**Q:** Five density functionals, each with a D4 dispersion correction, have relaxed the same rutile cell of TiO₂. The column "volume change" compares each final cell with the common starting cell. I read it as a ranking of the functionals: PBE swells the crystal most, PBEsol shrinks it, and revPBE reproduces the starting cell exactly. May I use it that way?

GPAW 26.7.0, plane-wave PAW DFT with D4 dispersion: variable-cell relaxations of rutile TiO₂ (6-atom cell), without spin polarisation or spin–orbit coupling. All runs use an 800 eV cutoff, a 4 × 4 × 6 k mesh and Fermi–Dirac smearing of 0.05 eV. Volume changes are relative to the common starting cell.

```csv
functional,potentials,volume change (%),relaxed length a (Å),relaxed length c (Å)
PBE,GPAW-PAW-data-sets-(gpaw-data-1.2.1),1.570,4.631,2.96580
PBEsol,PAW-data-sets-made-by gpaw-setup-for-the-functional,-1.490,4.580,2.94090
revPBE,GPAW-PAW-data-sets-(gpaw-data-1.2.1),0.000,4.600,2.95920
BLYP,PAW-data-sets-made-by gpaw-setup-for-the-functional,1.160,4.616,2.97230
r2SCAN,GPAW-PAW-data-sets-(gpaw-data-1.2.1),-0.420,4.593,2.95580
```

**A:** Look first at PBE and BLYP, and compare the lengths as well as the volumes. PBE has the larger volume, yet its $c$ edge is shorter: 2.966 Å against 2.972 Å. All its extra volume therefore comes from $a$ and the equal edge $b$. Its ratio $c/a$ is the lowest of the five.

**Q:** Couldn't that simply be how PBE describes rutile?

**A:** It could, so the shape is only a clue. It would also fit a crystal being pulled from all sides. In rutile, TiO₆ octahedra share edges to form chains along $c$, while neighbouring chains share only corners. Lengthening a chain must stretch its Ti–O bonds or push together the oxygen atoms of the shared edges, which are already close. The corner links can open partly by changing angles, which costs less. Rutile is therefore expected to be stiffer along $c$, so that an even pull lengthens $a$ more.

**Q:** What would settle whether it was pulled?

**A:** The pressure left at the end of each run. Counting compression as positive, PBE ends at −1.98 GPa, whereas the other four end within 0.06 GPa of zero. The PBE run had been given a target pressure of −2 GPa. It converged properly, but to the equilibrium of a stretched crystal. Small final forces on the atoms don't reveal this, because atoms can be at rest in a cell that is held under tension.

**Q:** How much of the swelling comes from the pull?

**A:** For small changes, a solid responds like a spring. Let $x$ be the relative volume change from start to finish, $P_\text{start}$ and $P_\text{end}$ the pressures, and $K$ the stiffness against a change of volume. Then

$$P_\text{start}-P_\text{end}=Kx .$$

PBEsol started at −3.64 GPa, finished near zero and shrank by 1.49%, so $K \approx 3.64/0.0149 \approx 244$ GPa. BLYP started under compression, expanded, and gives 238 GPa. The mean is 241 GPa, and PBE had no part in it.

Releasing the PBE cell from its final tension changes its volume by $-1.98/241$, or −0.82%. Its volume change at zero pressure is then $1.57\%-0.82\%=0.75\%$. About half of the printed expansion comes from the pull, and PBE drops below BLYP, which stays at 1.14%. The pull explains the shape only in part: even if the whole release came from $a$ and $b$, the ratio $c/a$ would stay below that of BLYP.

**Q:** You borrowed the stiffness from two other functionals. Could PBE's own stiffness restore its first place?

**A:** Hardly. The two would tie only if both had a stiffness of about 471 GPa, nearly twice the value used. The energy gained in the PBEsol and BLYP relaxations offers a rougher check, since a spring's energy also depends on its stiffness. It gives 213 and 296 GPa. That spread shows that the correction is no precision result; internal movements of the atoms and changes of the plane-wave basis may contribute, but neither was separated. Even so, these two values put unstressed PBE between 0.6% and 0.9%, still below BLYP.

**Q:** Would the same mistake matter as much in another material?

**A:** The spurious expansion is the tension divided by the stiffness. That rule holds only for small changes. A soft molecular crystal would swell far more under the same pull and might even come apart, while a layered one would open mostly between its layers. Rutile is stiff, so the error is small enough to pass for a difference between functionals. That matters when rutile TiO₂ is matched to an electrode in a capacitor: an $a$ edge lengthened by tension would enter the calculated lattice mismatch as if it belonged to the material.

**Q:** And revPBE? A change of exactly zero looks like perfect agreement.

**A:** All its edges equal the starting ones, which tells you that the cell never moved. The run was allowed to stop once the forces fell below 0.05 eV/Å, and they were already about 0.03 eV/Å. The zero therefore records a stopping rule being met. It isn't a minimum located to three decimals.

**Q:** So is the revPBE volume worthless?

**A:** No, because the remaining pressure is only −0.06 GPa. The same spring estimate moves the volume by about −0.02%, which is negligible beside the differences between the functionals. The shape is less settled than that average suggests. A slight tension remains along $a$ and $b$ and a slight compression along $c$, and these partly cancel in the mean pressure. For an unchanged cell, check the separate stresses as well as the mean pressure.

**Q:** Once the pressures are put right, do I have the true order of the functionals?

**A:** You have the order of these combined treatments, from smallest cell to largest: PBEsol, r2SCAN, revPBE, PBE, BLYP. It still isn't an order of the bare functionals. Without a dispersion correction, revPBE usually gives larger cells than PBE, because its exchange energy favours strong density gradients more and so weakens the bonding between atoms. Here revPBE gives the smaller cell, even after PBE has been released from its tension.

**Q:** Does D4 reverse them?

**A:** That is the likely reason. Dispersion attracts atoms to one another and normally contracts a solid. D4 is adjusted separately to each functional, and its energy is −2.5 eV per cell with revPBE but only −1.2 eV with PBE. A functional that binds too weakly is thus given a stronger pull inwards, and the revPBE cell near the starting volume reflects both.

**Q:** Then could I predict the volumes from the D4 energies?

**A:** BLYP shows why not. Its D4 energy, −2.3 eV, is nearly as large as that of revPBE, yet its cell is the largest at zero pressure. What sets the volume is how fast the attraction grows on compression, balanced against the functional's own resistance. The energy at one volume gives neither. Relaxations without D4 would separate the two parts, and they are missing here.

**Q:** Is the remaining gap between PBE and BLYP at least a difference between functionals?

**A:** The table can't tell. The D4 corrections of the two differ, and so do their atomic potentials: BLYP and PBEsol used potentials generated for the functional, while the other three runs used the standard data sets. The effect of that choice on the volume wasn't tested, nor was the convergence of the shared k mesh. The analysis printed below gives the pressures, the stiffness estimates and the corrected volumes. Use those volumes to compare these runs, and repeat PBE at zero pressure before quoting its lattice constants.

Numerical output:

```
starting pressure, PBEsol (GPa): -3.636
starting pressure, BLYP (GPa): 2.717
stiffness from pressures, PBEsol (GPa): 244.1
stiffness from pressures, BLYP (GPa): 238.4
mean stiffness used for the correction (GPa): 241.3
stiffness from energy drop, PBEsol (GPa): 212.8
stiffness from energy drop, BLYP (GPa): 296.3
part of the PBE volume change due to tension (% of volume): 0.8201
PBE at zero pressure with the lower energy stiffness (% of volume): 0.64
PBE at zero pressure with the higher energy stiffness (% of volume): 0.9022
stiffness at which PBE would tie with BLYP (GPa): 470.8
stiffness at which PBE would tie with revPBE (GPa): 122.2
Volume moved to zero pressure:
     row  printed change %  final pressure GPa  change at zero pressure %  D4 energy eV per cell
     PBE              1.57              -1.979                     0.7499                 -1.215
  PBEsol             -1.49            0.001585                     -1.489                -0.7069
  revPBE                 0            -0.05934                    -0.0246                 -2.522
    BLYP              1.16            -0.04849                       1.14                 -2.301
  r2SCAN             -0.42             0.03426                    -0.4058                -0.4955
Shape of the cell:
     row  change of a %  change of c %     c/a
     PBE         0.6739          0.223  0.6404
  PBEsol        -0.4348        -0.6184  0.6421
  revPBE              0              0  0.6433
    BLYP         0.3478         0.4427  0.6439
  r2SCAN        -0.1522        -0.1149  0.6435
```
